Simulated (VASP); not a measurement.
The system is Rh.

```xyz
1
Lattice="-1.5138 1.5138 1.5138 1.5138 -1.5138 1.5138 1.5138 1.5138 -1.5138" Properties=species:S:1:pos:R:3 pbc="T T T"
Rh    0.0000    0.0000    0.0000
```

This isn't the form of Rh at room conditions, which is fcc.

Program: VASP 6.6.1. Alike in all runs: task single point; potentials or basis VASP PAW PBE potentials, release 64 (Rh_pv); no spin polarisation; cell as given; k mesh 20 × 20 × 20; smearing gaussian 0.1 eV. Hardware: 1 thread of Intel(R) Xeon(R) 6975P-C (Granite Rapids) (shared host).

Order these runs on this cell by their wall time, lowest first.
A. level PBEsol; cutoff (eV) 700
B. level PBEsol; cutoff (eV) 900
C. level r2SCAN; cutoff (eV) 520

A (13 s), B (27 s), C (61 s).
